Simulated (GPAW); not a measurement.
Crystal: CoO.

```xyz
2
Lattice="-1.5080 1.5080 2.1073 1.5080 -1.5080 2.1073 1.5080 1.5080 -2.1073" Properties=species:S:1:pos:R:3 pbc="T T T"
Co    0.0000    0.0000    0.0000
O     0.0000    0.0000    2.1073
```

Base run:

| Item | Value |
| --- | --- |
| Program | GPAW 26.7.0 |
| Functional | PBE |
| Potentials or basis | GPAW PAW data sets (gpaw-data 1.2.1) |
| Cutoff | 600 eV |
| Basis | pw |
| k mesh | 9 × 9 × 9 |
| Occupations | gaussian, width 0.05 eV |
| Spin | no spin polarisation |
| Hubbard terms | Co d U = 7 eV |

Its results: band gap on the k mesh none (metal or under the smearing width); pressure -14.1 GPa.

**Question.** After a change of settings the same cell gave: band gap on the k mesh 2.04 eV, indirect (least direct gap 3.48 eV); pressure 8.7 GPa; net moment 3.00 μB per cell; site moments Co +2.75; O +0.11 μB. Which change was it?
A. spin from no spin polarisation to collinear spin, random start; hubbard terms from Co d U = 7 eV to Co d U = 5 eV
B. spin from no spin polarisation to collinear spin, ferromagnetic start; start of the occupation matrix from atoms to random
C. spin from no spin polarisation to collinear spin, ferromagnetic start; hubbard terms from Co d U = 7 eV to Co d U = 1 eV
D. spin from no spin polarisation to collinear spin, ferromagnetic start

**Answer.** B.

Caveats: the cutoff is short for stress and forces, so pressures can be off by a GPa or more; an odd number of electrons without spin polarisation forces a metal (some runs); a magnetic or distorted state may lie lower (some runs); U without spin polarisation on a metal has little footing (some runs); the occupation matrix was held by a function in the script for the first cycles and then freed (some runs); the end state hangs on it (some runs); an odd mesh through Γ misses points on the zone boundary, where band edges often lie (some runs).
